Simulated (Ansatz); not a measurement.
This is a single-point calculation with Ansatz on BN (wurtzite); the level of theory is HSE06. The cell was relaxed with r2SCAN and then strained (uniaxial +1.5 % along x, other directions held), with the atoms relaxed again with r2SCAN; k points keep the names of the unstrained zone.

Input (YAML):
```yaml
crystal:
  lattice:
    - [2.5821092527, 0.0, 0.0]
    - [-1.2910546264, 2.2031253282, 0.0]
    - [0.0, 0.0, 4.2078153385]
  atoms:
    - { symbol: B, position: [0.3335535728, 0.6671071456, 0.0001774231] }
    - { symbol: B, position: [0.6664464272, 0.3328928544, 0.5001774231] }
    - { symbol: "N", position: [0.3327213956, 0.6654427911, 0.3748225769] }
    - { symbol: "N", position: [0.6672786044, 0.3345572089, 0.8748225769] }
kpoints:
  mp_grid: { grid: [9, 9, 4] }
  band_path:
    path:
      - [0.0, 0.0, 0.0]
      - [0.5, 0.0, 0.0]
      - [0.3333333333, 0.3333333333, 0.0]
      - [0.0, 0.0, 0.5]
      - [0.5, 0.0, 0.5]
      - [0.3333333333, 0.3333333333, 0.5]
      - [0.1, 0.0, 0.0]
      - [0.330729, 0.333333, 0.0]
    npoints: 1
hamiltonian:
  xc: hse06
scf:
  occupations: { method: fixed }
  n_extra_bands: 5
output:
  forces: true
  stress: true
  eigenvalues: true
```

Run as `ansatz run input.yaml --threads 4 --pin off --max-ram 4608MiB --backend cpu --events-out ev --progress --plain --runs-dir out`.

Task: It ran on 4 threads of Intel(R) Xeon(R) Processor @ 2.50GHz (Skylake/Cascade Lake), with other jobs on the host. About how long did it take, and what peak of host memory did it reach?

Result: About 2.9 min, with a peak of 1.1 GiB.

Abridged output:
```
Functional definition: HSE06
Crystal: 4 atoms, lattice volume = 23.937 Å³
Basis set: ecut = 420 eV, 465 PW (Γ)
Bands: 13, of which v1, the nominal top of the filled ones, is band 8 counted from 1 (7 counted from 0)
Symmetry: 4 space group operations
Space group: Cmc21 (ITA 36)
k-points: 75 of 324 (time reversal used)
[warm-up without exact exchange]
SCF 1 stopped early in 2 iterations: F = -1084.474624 eV  dr2 = 1.25e-4
[exact exchange on]
Exchange kernel: α = 0.2500, screened, ω = 0.2079 Å⁻¹, Wigner–Seitz truncation, v(0) = 1043.9271 eV·Å³, q-mesh 9×9×4
preconditioner: auto → none  [insulator: Δε(μ)=6.500 eV  ℏωp=30.4 eV]
SCF 2 converged in 7 iterations: F = -1084.807907 eV  dr2 = 7.61e-8
hybrid outer 1: dexx = +4.479e-3 eV, tail = 1.04e-5 eV
SCF 3 converged in 3 iterations: F = -1084.807958 eV  dr2 = 1.76e-9
hybrid outer 2: dexx = +1.432e-7 eV, tail = 7.29e-9 eV, Δε = 1.63e-3 eV, ΔF = 2.74e-4 eV/Å
hybrid SCF converged: 2 outer / 10 inner (+2 warm-up)
Free energy (F): -1084.807958 eV
Fermi energy:    10.314040 eV
--- Forces (eV/Å), atoms counted from 1 ---
  atom   1  B       0.00000    -0.00635    -0.01785
  atom   2  B       0.00000      0.00635    -0.01785
  atom   3  N       0.00000    -0.00505      0.01785
  atom   4  N       0.00000      0.00505      0.01785
--- Stress (GPa, compression-positive) ---
      -18.150338       0.000000       0.000000
        0.000000      -6.147052       0.000000
        0.000000       0.000000      -5.637858
  P = ⅓ Tr σ = -9.9784 GPa (-99.784 kbar)
--- Band table (eV; the first three rows and the last of 75) ---
  k-point 0: bands = […, -1.4431, 7.8846, 8.0026, 10.0278, 10.2242, 10.3140, 20.1106, 20.2749, 20.7796, 21.2441, …]
  k-point 1: bands = […, 0.4475, 8.0670, 8.1707, 8.2974, 9.8089, 9.9052, 20.5721, 20.6795, 21.1887, 21.3172, …]
  k-point 2: bands = […, 4.1957, 4.1957, 8.9276, 8.9276, 9.0365, 9.0365, 21.1756, 21.1756, 21.7634, 21.7634, …]
  k-point 74: bands = […, 1.5791, 1.5791, 4.3778, 4.3778, 6.6361, 6.6361, 20.5878, 20.5878, 23.4381, 23.4381, …]
```

The rows of the band table are 0: (0, 0, 0) = Γ, 1: (0, 0, 1/4), 2: (0, 0, -1/2) = A, 74: (0.444, -0.222, -1/2).

The file bands.tsv (bands near the Fermi energy, numbered from 0, rounded):
```tsv
# k_distance	band_3	band_4	band_5	band_6	band_7	band_8	band_9	band_10	band_11
# fermi_ev = 10.314040
# [0, 0, 0] at k_distance = 0.000000
# [0.5, 0, 0] at k_distance = 1.410195
# [0.3333333333, 0.3333333333, 0] at k_distance = 2.230455
# [0, 0, 0.5] at k_distance = 4.032879
# [0.5, 0, 0.5] at k_distance = 5.443074
# [0.3333333333, 0.3333333333, 0.5] at k_distance = 6.263334
# [0.1, 0, 0] at k_distance = 7.852941
# [0.330729, 0.333333, 0] at k_distance = 9.250349
# levels_relative_to = fermi_ev
0.000	-2.429	-2.311	-0.286	-0.090	0.000	9.797	9.961	10.466	10.930
1.410	-8.419	-7.540	-5.335	-4.703	-2.204	8.130	9.508	12.343	13.166
2.230	-7.879	-7.797	-5.912	-5.811	-5.767	6.533	15.488	15.554	15.600
4.033	-6.118	-1.386	-1.386	-1.278	-1.278	10.862	10.862	11.449	11.449
5.443	-10.856	-4.015	-4.015	-3.830	-3.830	8.052	8.052	11.623	11.623
6.263	-9.634	-8.238	-8.238	-3.238	-3.238	10.945	10.945	11.838	11.838
7.853	-3.448	-2.746	-0.937	-0.522	-0.251	9.579	10.387	10.779	11.616
9.250	-7.867	-7.810	-5.891	-5.831	-5.767	6.532	15.442	15.562	15.589
```
In order the rows are Γ, M, K, A, L, H, Γ–M (0.20), (0.331, 1/3, 0).

With HSE06 the valence top lies at Γ and the conduction bottom at k = (0.331, 1/3, 0), 6.53 eV higher; the smallest vertical gap, at Γ, is 9.80 eV. Edges are sought over the mesh and the listed points. With the atoms held, the mean pressure is -10.0 GPa (compression positive). (The program warns that its thresholds are loose for a hybrid's stress.)

(Simulation; spin polarisation is off.)

The meshes of the hybrids are coarse, so their gaps aren't converged to the digits shown.
